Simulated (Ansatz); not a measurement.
input.yaml (Ansatz)

```yaml
crystal:
  lattice:
    - [-2.8122790154, 2.9203192166, 1.56453232]
    - [2.9203192166, -2.8122790154, 1.56453232]
    - [2.9367431712, 2.9367431712, -1.3666564936]
  atoms:
    - { symbol: Hg, position: [0.0038292381, 0.9961707619, 0.0] }
    - { symbol: Hg, position: [0.7461707619, 0.2538292381, 0.5] }
hamiltonian:
  xc: r2scan
  pseudopotentials:
    kind: paw_fr
    azcp:
      Hg: "pseudopotentials/Hg.paw.azcp"
basis:
  ecutwfc: 500
  fft_grid_basis: typed
kpoints:
  mp_grid: { grid: [11, 11, 8], shift: [0, 0, 0] }
magnetization:
  noncollinear: true
  spin_orbit: true
scf:
  occupations: { method: fermi_dirac, width: 0.1 }
```

Output

```
Engine: ansatz 0.2.0, x86_64-unknown-linux-gnu
Pseudopotentials: kind: paw_fr
Pseudopotential: Hg, paw_fr, valence charge 20, recommended cutoff 500 eV (meta_gga) 
Functional definition: r2SCAN
  parameter k0 = 0.174
  parameter k1 = 0.065
  parameter a1 = 4.9479
  exchange = r2scan_x(k0 = k0, k1 = k1, a1 = a1)
  correlation = r2scan_c
non-collinear run that drives no moment, with spin-orbit: no starting moment large enough to seed its density (crystal.atoms[].spin), no starting occupations that ask for one, no magnetisation constraint and no magnetic field, so the semilocal B_xc is pinned to zero
Crystal: 2 atoms, lattice volume = 53.525 Å³
Basis set: ecut = 500 eV, 1363 PW (Γ), exchange–correlation on 128×128×128 points (64 copies of the dense FFT grid, shifted against one another)
Bands: 48, of which v1, the nominal top of the filled ones, is band 40 counted from 1 (39 counted from 0)
Symmetry: 4 space group operations + 4 with time reversal
Magnetic group: BNS 15.86 (UNI 93), of the structure as read, at distance tolerance 3.8e-5 Å
k-points: 270 of 968
Projection manifold: j_resolved (fully-relativistic pseudo-atomic orbitals)
Non-local potential: Hg, projectors of the file, l = 0: 3, l = 1: 4, l = 2: 4, l = 3: 2
PAW form: soft (Blöchl's): semilocal exchange-correlation on the pseudo side does not see the compensation charge
PAW frozen core: Hg, regenerated for the run's functional (the file was generated under x = pbe(κ = 0.804, μ = 0.2195149727645171), c = pbe(β = 0.06672455060314922))
PAW one-centre angular grid: Hg, 590 points (default); XC on 160 Gauss nodes
Initial density: superposition of atomic densities (chi_scale 0.1, normalization cell)
Initial wavefunctions: pseudopotential atomic-orbital guess
Functional: x = r2scan, c = r2scan; τ floored in thin density (d = 2e-4 eV/Å³)
iter 1 solved again at ethr=2.61e-4 eV; its pass at ethr=3.10e-3 eV (dr2=1.04e-1 eV) is discarded
SCF iter   1: F=—  HF=-27605.835046 eV  |F-HF|=—  |Δ(HF+E_count)|=         —  Δρ=1.53e-2  dr2=1.16e-1  dr2_τ=3.78e-3  dr2_m=0.00e0 (ungated)  ethr=2.61e-4  |M|=0.00e0 ∫|m|=0.00e0 μB  |m|>n=0.0e0 m-floor=0.0e0 τ_xc=0.0e0  β_m=0.30  ⟨swp⟩=1.1  Hψ=36119  notcnv=0
spin=Noncollinear: Kerker preconditioning applied to the charge; magnetization (m_x, m_y, m_z) channels mix plain (no charge-response kernel on spin).
SCF iter   2: F=—  HF=-27605.832029 eV  |F-HF|=—  |Δ(HF+E_count)|=   3.02e-3  Δρ=1.13e-2  dr2=6.53e-2  dr2_τ=4.74e-4  dr2_m=0.00e0 (ungated)  ethr=2.61e-4  |M|=0.00e0 ∫|m|=0.00e0 μB  |m|>n=0.0e0 m-floor=0.0e0 τ_xc=0.0e0  β_m=0.65  ⟨swp⟩=1.0  Hψ=6480  notcnv=0
SCF iter   3: F=—  HF=-27605.832684 eV  |F-HF|=—  |Δ(HF+E_count)|=   6.55e-4  Δρ=2.32e-3  dr2=2.93e-3  dr2_τ=4.84e-5  dr2_m=0.00e0 (ungated)  ethr=1.63e-4  |M|=0.00e0 ∫|m|=0.00e0 μB  |m|>n=0.0e0 m-floor=0.0e0 τ_xc=0.0e0  β_m=0.82  ⟨swp⟩=2.3  Hψ=10781  notcnv=0
SCF iter   4: F=—  HF=-27605.833751 eV  |F-HF|=—  |Δ(HF+E_count)|=   1.07e-3  Δρ=7.30e-4  dr2=2.16e-4  dr2_τ=3.76e-6  dr2_m=0.00e0 (ungated)  ethr=7.34e-6  |M|=0.00e0 ∫|m|=0.00e0 μB  |m|>n=0.0e0 m-floor=0.0e0 τ_xc=0.0e0  β_m=0.85  ⟨swp⟩=2.0  Hψ=9755  notcnv=0
SCF iter   5: F=—  HF=-27605.833837 eV  |F-HF|=—  |Δ(HF+E_count)|=   8.63e-5  Δρ=2.07e-4  dr2=2.24e-5  dr2_τ=7.52e-7  dr2_m=0.00e0 (ungated)  ethr=5.40e-7  |M|=0.00e0 ∫|m|=0.00e0 μB  |m|>n=0.0e0 m-floor=0.0e0 τ_xc=0.0e0  β_m=0.93  ⟨swp⟩=2.0  Hψ=9872  notcnv=0
SCF iter   6: F=—  HF=-27605.833895 eV  |F-HF|=—  |Δ(HF+E_count)|=   5.76e-5  Δρ=6.04e-5  dr2=2.14e-6  dr2_τ=4.51e-8  dr2_m=0.00e0 (ungated)  ethr=5.61e-8  |M|=0.00e0 ∫|m|=0.00e0 μB  |m|>n=0.0e0 m-floor=0.0e0 τ_xc=0.0e0  β_m=0.96  ⟨swp⟩=2.0  Hψ=8682  notcnv=0
SCF iter   7: F=—  HF=-27605.833897 eV  |F-HF|=—  |Δ(HF+E_count)|=   2.02e-6  Δρ=1.69e-5  dr2=1.39e-7  dr2_τ=2.24e-9  dr2_m=0.00e0 (ungated)  ethr=5.35e-9  |M|=0.00e0 ∫|m|=0.00e0 μB  |m|>n=0.0e0 m-floor=0.0e0 τ_xc=0.0e0  β_m=0.98  ⟨swp⟩=2.0  Hψ=9741  notcnv=0
SCF iter   8: F=-27605.833897 eV  HF=-27605.833897 eV  |F-HF|=4.87e-9  |Δ(HF+E_count)|=   2.40e-7  Δρ=3.66e-6  dr2=8.60e-9  dr2_τ=7.51e-11  dr2_m=0.00e0 (ungated)  ethr=2.50e-10  |M|=0.00e0 ∫|m|=0.00e0 μB  |m|>n=0.0e0 m-floor=0.0e0 τ_xc=0.0e0  ⟨swp⟩=3.0  Hψ=14446  notcnv=0
SCF 1 converged in 8 iterations: F = -27605.833897 eV  dr2 = 8.60e-9
SCF converged after 8 iterations
Magnetization: |M| = 0.0000 μB,  M = (+0.0000, +0.0000, +0.0000) μB
Absolute magnetization: 0.0000 μB (∫|m|)
  site 0: m = (+0.0000, +0.0000, +0.0000) μB, |m| = 0.0000 μB  (R = 1.25 Å)
  site 1: m = (+0.0000, +0.0000, +0.0000) μB, |m| = 0.0000 μB  (R = 1.25 Å)
Free energy (F): -27605.833897 eV
Harris-Foulkes:  -27605.833897 eV  (|F-HF|=4.87e-9)
Internal energy: -27605.814861 eV  (E = F + TS)
E sigma→0 (E₀):  -27605.824379 eV
Entropy (-TS):   -0.019036 eV (-9.518 meV/atom)
Fermi energy:    12.501988 eV
--- Per-component energies (eV) ---
  E_band       = -918.538152
  E_kinetic    = 1210.287921
  E_local      = -5481.481200  (includes V_loc(G=0)·N_el)
  E_nonlocal   = 116.729283
  E_hartree    = 2343.059560
  E_xc         = -417.575106
  E_vxc        = -581.654009  (∫ρ·V_xc dr)
  E_paw        = -19872.477026  (= ΣΔE_a)
  E_vpaw       = -909.076552  (= ΣTr[D̂ρ^β])
  E_aug_tail   = 0.000755  (compensation charges beyond the density's cutoff)
  E_vtau       = 40.533942  (kinetic-family band-sum trace: ∫τ·v_τ [+ j·A + Jᵃ·Aᵃ] dr)
  E_ewald      = -5504.025888
  E_core_change = -0.333159  (= ΣΔE_core)
  E_smearing   = -0.019036  (= −TS)
  E_closure    = 0.000000  (closes the sum)
  Σ components = -27605.833897   (vs F -27605.833897, Δ=0.00e0)
```

Command:

```sh
ansatz run input.yaml --threads 1 --pin off --max-ram 3584MiB --backend cpu --events-out ev --progress --plain --runs-dir out
```

On 1 thread of Intel(R) Xeon(R) Platinum 8259CL CPU @ 2.50GHz (Skylake/Cascade Lake) (shared host) this took about 200 s of wall time and 200 s of CPU time.
